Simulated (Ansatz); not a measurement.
# Is this SiO2 structure stable?

It was reached by relaxing an invented guess, and it needn't be the stable form of this composition.

Method: DFT PBE+D3(BJ), scalar-relativistic, plane waves, PAW in Ansatz 0.2.0. Plane waves to 420 eV, a 10×10×6 mesh through Γ for the 3-atom cell and 0.02 eV Gaussian smearing; no spin polarisation.

```cif
data_structure
_symmetry_space_group_name_H-M 'C2/m'
_symmetry_Int_Tables_number 12
_cell_length_a 4.6544
_cell_length_b 2.6875
_cell_length_c 4.8260
_cell_angle_alpha 90.000
_cell_angle_beta 108.542
_cell_angle_gamma 90.000
_cell_volume 57.23
loop_
_atom_site_label
_atom_site_type_symbol
_atom_site_symmetry_multiplicity
_atom_site_Wyckoff_symbol
_atom_site_fract_x
_atom_site_fract_y
_atom_site_fract_z
_atom_site_occupancy
Si1 Si 2 a 0.00000 0.00000 0.00000 1
O1 O 4 i 0.73261 0.00000 0.19996 1
```

Formation energies are uncorrected and refer to the elements' standard structures at the same level (O₂ as a molecule).

**Question.** These tests were run: energy against the elements; phonons at Γ. What do they show?

**Answer.**

```csv
test,result
energy against the elements,−2.538 eV/atom
phonons at Γ,lowest optical mode 538 cm⁻¹
```

It fails none of these tests. Other phases of the system weren't compared here, so this isn't yet thermodynamic stability. Phonons away from Γ weren't computed.

The run for the phonons used a 10×10×6 k mesh.
